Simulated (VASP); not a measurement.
Wanted: the native input for a VASP 6.6.1 run.

| Item | Value |
| --- | --- |
| Task | relaxation of cell and atoms |
| Functional | r2SCAN |
| Potentials or basis | VASP PAW PBE potentials, release 64 (Fe, O) |
| Cutoff | 600 eV |
| k mesh | 8 × 8 × 8 |
| Occupations | gaussian, width 0.05 eV |
| Spin | collinear spin, ferromagnetic start |
| Starting moments | [3.0, 0.0] μB |
| Further INCAR settings | ALGO = Normal; EDIFF = 1e-06; IBRION = 2; EDIFFG = -0.01; NSW = 60; ISIF = 3 |

The structure of FeO lies in POSCAR:

```
FeO
1.0
    1.5176821100      0.8762341800      2.5157945800
   -1.5176821100      0.8762341800      2.5157945800
    0.0000000000     -1.7524683500      2.5157945800
Fe O
1 1
Direct
    0.0000000000      0.0000000000      0.0000000000
    0.5000000000      0.5000000000      0.5000000000
```

The input as run:

INCAR

```
SYSTEM = FeO
PREC = Accurate
ENCUT = 600
EDIFF = 1E-6
ISMEAR = 0
SIGMA = 0.05
LREAL = .FALSE.
LASPH = .TRUE.
NELM = 100
ALGO = Normal
ISIF = 3
LWAVE = .FALSE.
LCHARG = .FALSE.
ISPIN = 2
MAGMOM = 3 0
LORBIT = 11
LMAXMIX = 4
METAGGA = R2SCAN
LMIXTAU = .TRUE.
IBRION = 2
NSW = 60
EDIFFG = -0.01
```

KPOINTS

```
regular mesh
0
G
  8 8 8
  0 0 0
```

Potentials or basis: VASP PAW PBE potentials, release 64 (Fe, O).

Run with:

```bash
$ cat potpaw_PBE.64/Fe/POTCAR potpaw_PBE.64/O/POTCAR > POTCAR
$ mpirun -np 1 vasp_std > vasp.out
```

Results of the run:

- Relaxed volume: 9.70 Å³/atom
- Relaxed cell: a = 3.017 Å, b = 3.017 Å, c = 3.017 Å, α = 59.95°, β = 59.95°, γ = 59.95°
- Space group after relaxing (to 0.05 Å): Fm-3m (No. 225)
- Energy gained by relaxing: 7.7 meV/atom
- Ionic steps: 7
- Pressure after relaxing: -0.1 GPa
- Band gap on the k mesh: none (metal or under the smearing width)
- Net moment: 4.00 μB per cell
- Site moments: Fe +3.68; O +0.28 μB
- Valence electrons inside the program's atomic spheres: Fe 6.76; O 5.05

Caveat: the PAW data sets were made with another functional, which shifts forces and pressure a little; a cell with one magnetic atom can't hold antiferromagnetic order, which such compounds often take; semilocal functionals often make such compounds metallic where correlation or magnetic order opens a gap, which also shifts bond lengths.

Run time: 8.1 min on 1 thread of AMD EPYC 9R45 (Zen 5) (shared host), peak memory 0.15 GiB.
